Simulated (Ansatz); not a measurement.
The system is C.

```
C
1.0
     2.12732   -1.22828    0.00000
     2.12732    1.22828    0.00000
    -1.37907    0.00000    3.50283
C
2
Direct
  0.16664 0.16664 0.99991
  0.83336 0.83336 0.00009
```

This is a stacking variant of graphite.

A run of Ansatz 0.2.0 on this cell left the log below. Logs are shortened: lines on timing, memory, paths and dates and some standing lists are left out, and cuts for length are marked.

```text
Warning: RAYON_NUM_THREADS=2 ignored (pool sized by the plan → 2); use --threads N
scf.n_extra_bands = 6 over 4 filled bands (N_el = 8.0): the run solves 10 bands
Engine: ansatz 0.2.0, x86_64-unknown-linux-gnu
Pseudopotentials: kind: paw
Pseudopotential: C, paw, valence charge 4, recommended cutoff 420 eV (normal), C.paw.azcp
Functional definition: SPW92
  exchange = slater_x
  correlation = pw_c
Crystal: 2 atoms, lattice volume = 18.305 Å³
Basis set: ecut = 420 eV, 359 PW (Γ)
Bands: 10, of which v1, the nominal top of the filled ones, is band 4 counted from 1 (3 counted from 0)
Symmetry: 4 space group operations
Space group: C2/m (ITA 12), of the structure as read, at distance tolerance 2.6e-5 Å
k-points: 371 of 1352
Non-local potential: C, projectors of the file, l = 0: 2, l = 1: 2, l = 2: 1
PAW form: soft (Blöchl's): semilocal exchange-correlation on the pseudo side does not see the compensation charge
PAW frozen core: C, regenerated for the run's functional, and the local potential with it (the file was generated under x = pbe(κ = 0.804, μ = 0.2195149727645171), c = pbe(β = 0.06672455060314922))
PAW one-centre angular grid: C, 110 points (default); XC on 64 Gauss nodes
Initial density: superposition of atomic densities (neutral atoms: chi_scale 0, normalization atom), corrected by the library's trained network
Initial wavefunctions: pseudopotential atomic-orbital guess
Functional: x = slater, c = lda
SCF iter   1: F=—  HF=-485.961921 eV  |F-HF|=—  |Δ(HF+E_count)|=         —  Δρ=5.92e-3  dr2=2.02e-3  ethr=1.77e-3  ⟨swp⟩=4.5  Hψ=21773  notcnv=0  defer=98
preconditioner: auto → none  [insulator: Δε(μ)=0.901 eV  Ē_g=20.921 eV  σ=0.050 eV  W_gap=1.00  n_scr=2 (ndim 8)  ℏωp=24.5 eV  f_vac=0.025  D(μ)=0.00/eV (n_scr^D=0)  ε∞_Penn≈2.4]
SCF iter   2: F=—  HF=-485.961812 eV  |F-HF|=—  |Δ(HF+E_count)|=   1.10e-4  Δρ=2.84e-3  dr2=4.69e-4  ethr=2.53e-5  ⟨swp⟩=1.6  Hψ=6988  notcnv=0  defer=296
SCF iter   3: F=—  HF=-485.961717 eV  |F-HF|=—  |Δ(HF+E_count)|=   9.51e-5  Δρ=1.60e-4  dr2=5.50e-6  ethr=5.87e-6  ⟨swp⟩=1.0  Hψ=3204  notcnv=0  defer=296
SCF iter   4: F=—  HF=-485.961715 eV  |F-HF|=—  |Δ(HF+E_count)|=   1.90e-6  Δρ=3.70e-5  dr2=1.32e-7  ethr=6.88e-8  ⟨swp⟩=2.5  Hψ=4620  notcnv=0  defer=296
iter 5 did not close the SCF: its close was put off for the readings that it lacked (scf_convergence_deferred on its scf_iter line)
SCF iter   5: F=-485.961715 eV  HF=-485.961715 eV  |F-HF|=9.01e-9  |Δ(HF+E_count)|=   3.15e-8  Δρ=1.06e-5  dr2=1.52e-8  ethr=1.65e-9  ⟨swp⟩=1.6  Hψ=3728  notcnv=0  defer=296
SCF iter   6: F=-485.961715 eV  HF=-485.961715 eV  |F-HF|=3.69e-12  |Δ(HF+E_count)|=   5.43e-9  Δρ=6.56e-7  dr2=3.16e-11  ethr=1.90e-10  ⟨swp⟩=5.3  Hψ=16026  notcnv=0
SCF 1 converged in 6 iterations: F = -485.961715 eV  dr2 = 3.16e-11
  greatest PAW one-centre occupation: 0.667 electrons in one spin orbital (limit 2), on the C atom at site 1 (counted from 0), in its partial waves of l = 0
NSCF: frozen V_eff on 145 k-points
SCF converged after 6 iterations
Free energy (F): -485.961715 eV
Harris-Foulkes:  -485.961715 eV  (|F-HF|=3.69e-12)
Internal energy: -485.961713 eV  (E = F + TS)
E sigma→0 (E₀):  -485.961714 eV
Entropy (-TS):   -0.000001 eV (-0.001 meV/atom)
Fermi energy:    6.360792 eV
--- Per-component energies (eV) ---
  E_band       = -22.280121
  E_kinetic    = 182.143811
  E_local      = -331.954635  (includes V_loc(G=0)·N_el)
  E_nonlocal   = 56.915373
  E_hartree    = 102.103235
  E_xc         = -95.069611
  E_vxc        = -118.196595  (∫ρ·V_xc dr)
  E_paw        = -183.830880  (= ΣΔE_a)
  E_vpaw       = -15.394623  (= ΣTr[D̂ρ^β])
  E_aug_tail   = 0.000019  (compensation charges beyond the density's cutoff)
  E_ewald      = -216.394690
  E_core_change = 0.125665  (= ΣΔE_core)
  E_smearing   = -0.000001  (= −TS)
  E_closure    = 0.000000  (closes the sum)
  Σ components = -485.961715   (vs F -485.961715, Δ=0.00e0)
--- Forces (eV/Å), atoms counted from 1 ---
  atom   1  C     -0.00240976     0.00000000     0.00248916
  atom   2  C      0.00240976    -0.00000000    -0.00248916
  max |Σ_I F_I| component: 0.00e0 eV/Å
--- Stress (GPa, compression-positive) ---
       -5.664299      -0.000000      -0.029887
       -0.000000      -5.736056       0.000000
       -0.029887       0.000000      -0.907370
  P = ⅓ Tr σ = -4.1026 GPa (-41.026 kbar)
--- Band table (eV; the first three rows and the last of 371) ---
  k-point 0: bands = ["-13.1783", "-0.5383", "3.3041", "3.3075", "9.8150", "14.6963", "14.6986", "17.6911", "19.4080", "28.7486"]
  k-point 1: bands = ["-13.1463", "-0.8229", "3.3025", "3.3057", "10.4686", "14.6924", "14.6934", "17.7098", "19.3863", "28.6853"]
  k-point 2: bands = ["-13.0673", "-1.4367", "3.2998", "3.3017", "12.1481", "14.6802", "14.6819", "17.7632", "19.3331", "26.7171"]
  k-point 370: bands = ["-7.6937", "-6.8357", "-0.5425", "4.3159", "8.1337", "14.6539", "17.5899", "18.2460", "22.6449", "25.8952"]
```

Q: Write the input and the command behind it.

A: Band structure with LDA, no spin polarisation. The files as run (others can give the same):

input.yaml
```yaml
crystal:
  lattice:
    - [2.1273203072, -1.22828244, 0.0]
    - [2.1273203072, 1.22828244, 0.0]
    - [-1.3790696309, 0.0, 3.5028300786]
  atoms:
    - { symbol: C, position: [0.16664447, 0.16664447, 0.99990696] }
    - { symbol: C, position: [0.83335553, 0.83335553, 9.304e-05] }
hamiltonian:
  xc: lda
  pseudopotentials: { kind: paw }
kpoints:
  mp_grid: { grid: [13, 13, 8] }
  band_path:
    path:
      - [[0.0, 0.0, 0.0], [0.5, 0.5, -1.0], [0.4123194886, 0.4123194886, -1.119026649], [0.5, 0.5, -0.5], [0.6935932999, 0.3064067001, -0.5]]
      - [[0.3064067001, -0.3064067001, 0.5], [0.0, 0.0, 0.5], [0.5876805114, 0.5876805114, 0.119026649]]
      - [[0.5, 0.5, -1.0], [0.6104897536, 0.3895102464, -1.0]]
      - [[0.3895102464, -0.3895102464, 0.0], [0.0, 0.0, 0.0], [0.5, 0.0, -0.5]]
      - [[0.5, 0.0, 0.0], [0.0, 0.0, 0.0]]
    npoints: 14
scf:
  occupations: { method: fermi_dirac, width: 0.05 }
  n_extra_bands: 6
output:
  forces: true
  stress: true
  eigenvalues: true
  fatbands: true
```

Potentials or basis: Ansatz PAW.
The run is started by
```console
$ ansatz run input.yaml --threads 2 --pin off --max-ram 5632MiB --backend cpu --events-out ev --progress --plain --runs-dir out
```

Caveat: the pressure holds a Pulay correction of +0.7 GPa for the finite cutoff; the PAW data sets come from PBE, with cores solved anew for the run's functional, which leaves a small shift of forces and pressure.
